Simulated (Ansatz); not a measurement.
The system is ZrS.

```xyz
2
Lattice="0.0000 2.6250 2.6250 2.6250 0.0000 2.6250 2.6250 2.6250 0.0000" Properties=species:S:1:pos:R:3 pbc="T T T"
Zr    0.0000    0.0000    0.0000
S     2.6250    2.6250    2.6250
```

Base run:

| Quantity | Value |
| --- | --- |
| Program | Ansatz 0.2.0 |
| Functional | PBEsol |
| Potentials or basis | Ansatz PAW |
| Cutoff | 420 eV (not typed: the program's choice for these potentials) |
| k mesh | 9 × 9 × 9 |
| Occupations | fermi-dirac, width 0.05 eV |
| Spin | no spin polarisation |
| Hubbard terms | Zr d U = 1 eV |

Its results: band gap on the k mesh none (metal or under the smearing width); pressure -5.5 GPa.

**Question.** After a change of settings the same cell gave: band gap on the k mesh none (metal or under the smearing width); pressure 3.7 GPa. Which change was it?
A. hubbard terms from Zr d U = 1 eV to Zr d U = 3 eV
B. hubbard terms from Zr d U = 1 eV to none; hubbard projectors from ortho-atomic (the default) to none
C. hubbard terms from Zr d U = 1 eV to Zr d U = 8 eV

**Answer.** C.

Caveats: U without spin polarisation on a metal has little footing; the PAW data sets come from PBE, with cores solved anew for the run's functional, which leaves a small shift of forces and pressure.
